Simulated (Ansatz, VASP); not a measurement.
# Zn3SnO in VASP and in Ansatz

```
Sn O Zn
1.0
     4.36172    0.00000    0.00000
     0.00000    4.36172    0.00000
     0.00000    0.00000    4.36172
Sn O Zn
1 1 3
Direct
  0.00000 0.00000 0.00000
  0.50000 0.50000 0.50000
  0.50000 0.50000 0.00000
  0.50000 0.00000 0.50000
  0.00000 0.50000 0.50000
```

The cell comes from a database or a generator and needn't be the stable form of this composition.

Alike in both runs: task single point; functional PBE; k mesh 4 × 4 × 4; occupations gaussian, width 0.05 eV; no spin polarisation.

|  | VASP | Ansatz |
| --- | --- | --- |
| version | VASP 6.6.1 | Ansatz 0.2.0 |
| potentials or method | VASP PAW PBE potentials, release 64 (Sn_d, O, Zn) | scalar-relativistic, plane waves, PAW |
| plane-wave cutoff (eV) | 520 | 420 |
| valence electrons in the cell | 56 | 56 |

|  | VASP | Ansatz | Ansatz less VASP |
| --- | --- | --- | --- |
| gap on the k mesh at the Fermi level (eV) | none | none | - |
| pressure (GPa) | 0.2 | 0.0 | -0.22 |

A gap of «none» marks a metal or a gap that the smearing closes. The functional is the same, so the differences come from potentials, cutoffs and numerics.

Caveats: the k mesh is coarse (spacing up to 0.36 Å⁻¹), so the values aren't converged.
